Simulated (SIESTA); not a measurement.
The system is ZnO (zincite).

```
CELL_PARAMETERS angstrom
3.24931 0.00000 0.00000
-1.62465 2.81398 0.00000
0.00000 0.00000 5.20571
ATOMIC_POSITIONS crystal
Zn 0.66667 0.33333 0.00000
Zn 0.33333 0.66667 0.50000
O 0.33333 0.66667 0.87901
O 0.66667 0.33333 0.37901
```

Base run:

- Program: SIESTA 5.4.2
- Functional: PBE
- Potentials or basis: SG15 1.2 (PBE files) or PseudoDojo by element
- Basis: DZP (energy shift 0.003 Ry; two zetas on semicore shells)
- Grid cutoff: 800 Ry
- Energy shift: 0.003 Ry
- k mesh: 9 × 9 × 5
- Occupations: fermi-dirac, width 0.05 eV
- Spin: no spin polarisation

Its results: band gap on the k mesh 0.95 eV, direct; pressure 6.4 GPa; largest force 0.102 eV/Å.

**Question.** The run is repeated on the same cell with these changes: functional from PBE to RPBE; potentials or basis from SG15 1.2 (PBE files) or PseudoDojo by element to PseudoDojo 0.4 standard (PBE files). What comes out?

**Answer.** Band gap on the k mesh 1.16 eV, direct; pressure 10.6 GPa; largest force 0.107 eV/Å.

Caveats: the basis of atomic orbitals isn't converged, which shifts pressures, moduli and gaps; short orbitals over semicore shells can move pressures by several GPa (some runs); the valence orbitals were made in a potential fitted to the semicore shell under them, which widens gaps by tenths of an eV or more (some runs); the potentials were made for another functional, which shifts forces and pressure (some runs).
